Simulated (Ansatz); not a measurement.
Runs of Ansatz 0.2.0 on GaN. It takes space group P6_3mc (No. 186, hexagonal). The conventional cell has a = 3.180 Å, b = 3.180 Å, c = 5.166 Å, α = 90.00°, β = 90.00°, γ = 120.00°. Ga (site symmetry 3m) has 4 N at 1.94 to 1.95 Å as nearest neighbours. N (site symmetry 3m) is surrounded by 4 Ga at 1.94 to 1.95 Å. 

```csv
task,level,potentials or basis,k mesh,cutoff (eV),basis error allowed,gap on the mesh (eV),pressure (GPa),V0 of scaled cells (Å³/atom),B0 (GPa),largest force (eV/Å)
equation of state,PBE,"all-electron LAPW, scalar-relativistic",10 × 10 × 5,-,0.001 eV/atom,-,-,(a),172,-
band structure,LDA,"all-electron LAPW, scalar-relativistic",10 × 10 × 5,396,0.002 eV/atom,1.98,-4.3,-,-,0.13
equation of state,PBEsol,"all-electron LAPW, scalar-relativistic",10 × 10 × 5,-,0.002 eV/atom,-,-,11.37,189,-
band structure,PBE,"all-electron LAPW, scalar-relativistic",10 × 10 × 5,395,0.002 eV/atom,1.98,7.2,-,-,0.14
single point,PBEsol,"all-electron LAPW, scalar-relativistic",10 × 10 × 5,428,0.001 eV/atom,1.92,1.0,-,-,0.13
single point,PBE,"all-electron LAPW, scalar-relativistic",10 × 10 × 5,428,0.001 eV/atom,1.98,7.2,-,-,0.14
band structure,PBEsol,"all-electron LAPW, scalar-relativistic",10 × 10 × 5,395,0.002 eV/atom,1.92,1.0,-,-,0.13
band structure,PBEsol,"all-electron LAPW, scalar-relativistic",8 × 8 × 4,395,0.002 eV/atom,1.92,1.0,-,-,0.13
band structure,PBEsol,all-electron PAW datasets made for the crystal,10 × 10 × 5,460,-,1.92,1.0,-,-,0.13
band structure,PBEsol,"all-electron LAPW, non-relativistic",10 × 10 × 5,395,0.002 eV/atom,(b),2.6,-,-,0.15
band structure,PBEsol,"all-electron LAPW, inner shells corrected to Dirac's equation",10 × 10 × 5,395,0.002 eV/atom,1.92,1.0,-,-,0.13
equation of state,PBEsol,"all-electron LAPW, scalar-relativistic",10 × 10 × 5,-,0.001 eV/atom,-,-,11.37,189,-
```

Alike in all rows: no spin polarisation; cell as given; smearing fermi-dirac 0.05 eV.

Question: Estimate the missing entries.

Answer: (a) 11.75; (b) 2.10.

Caveats: the cell was scaled at fixed shape and fractional positions, which overstates the stiffness of a crystal with free parameters, most of all of layers and chains (some runs); an odd mesh through Γ misses points on the zone boundary, where band edges often lie (some runs); relativity is left out, which matters for the heavier elements (some runs).

A k mesh can miss the band edges, and the runs leave out spin-orbit coupling on Ga.

Not every run made on this cell is shown here.
